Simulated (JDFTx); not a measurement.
Crystal: Ti.

```
CELL_PARAMETERS angstrom
-1.64100 1.64100 1.64100
1.64100 -1.64100 1.64100
1.64100 1.64100 -1.64100
ATOMIC_POSITIONS crystal
Ti 0.00000 0.00000 0.00000
```

This isn't the form of Ti at room conditions, which is hcp.

Base run:

* Program: JDFTx 1.7.0 (patched build)
* Functional: RPBE
* Potentials or basis: PseudoDojo-SR-PBE-0.5-standard with smoothed tails
* Cutoff: 1143 eV
* Density cutoff: 4572 eV
* k mesh: 11 × 11 × 11
* Occupations: fermi-dirac, width 0.05 eV
* Spin: no spin polarisation

Its results: band gap on the k mesh none (metal or under the smearing width); pressure 0.7 GPa.

Problem. The run is repeated on the same cell with these changes: functional from RPBE to PBE. What comes out?

Solution. Band gap on the k mesh none (metal or under the smearing width); pressure -2.5 GPa.

PBE binds more tightly than RPBE, so the same cell stands under less pressure.

Caveats: the potentials were made for another functional, which shifts forces and pressure (some runs).
